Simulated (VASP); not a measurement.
Al, 5 atoms in the cell. The cell holds a slab with vacuum, 5 atoms: a = 2.862 Å, b = 2.862 Å, c = 24.348 Å, α = 90.00°, β = 90.00°, γ = 120.00°. The slab is cut from a database's or a generator's crystal, which needn't be the stable form of the element. The cell isn't the ideal one: the (1 1 1) slab of Al, cut from the database cell, not relaxed.

| Quantity | Value |
| --- | --- |
| Program | VASP 6.6.1 |
| Task | single point |
| Functional | PBE |
| Potentials or basis | VASP PAW PBE potentials, release 64 (Al) |
| Cutoff | 520 eV |
| k mesh | 11 × 11 × 1 |
| Occupations | fermi-dirac, width 0.05 eV |
| Spin | no spin polarisation |
| Dipole correction | yes |
| Further INCAR settings | ALGO = Normal; EDIFF = 1e-07; NBANDS = 16 |

Potentials or basis: VASP PAW PBE potentials, release 64 (Al).

The run is started by

```bash
$ cat potpaw_PBE.64/Al/POTCAR > POTCAR
$ mpirun -np 1 vasp_std > vasp.out
```

Hardware: 1 thread of Intel(R) Xeon(R) Platinum 8375C CPU @ 2.90GHz (Ice Lake), with other jobs on the host.

Task: Estimate the wall time of this run.

Result: Wall time 92 s on 1 thread of Intel(R) Xeon(R) Platinum 8375C CPU @ 2.90GHz (Ice Lake) (shared host), peak memory 0.3 GiB. Counts: scf iterations 23, k points 16.
